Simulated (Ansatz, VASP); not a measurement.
Lu: VASP beside Ansatz

```
Lu
1.0
    -1.87188    1.87188    1.87188
     1.87188   -1.87188    1.87188
     1.87188    1.87188   -1.87188
Lu
1
Direct
  0.00000 0.00000 0.00000
```

Alike in both runs: task single point; functional LDA; k mesh 13 × 13 × 13; occupations fermi-dirac, width 0.1 eV; no spin polarisation.

```csv
,VASP,Ansatz
version,VASP 6.6.1,Ansatz 0.2.0
potentials or method,"VASP PAW PBE potentials, release 64 (Lu)","plane waves (420 eV) with PAW, scalar-relativistic"
plane-wave cutoff (eV),520,420
valence electrons in the cell,25,25
```

```tsv
	VASP	Ansatz	Ansatz less VASP
pressure (GPa)	0.2	0.0	-0.25
```

Ansatz warned: «pseudo_functional_mismatch».

Caveats: the PAW data sets were made with another functional, which shifts forces and pressure a little (VASP). The runs have no spin-orbit coupling, so splittings on Lu are missing.
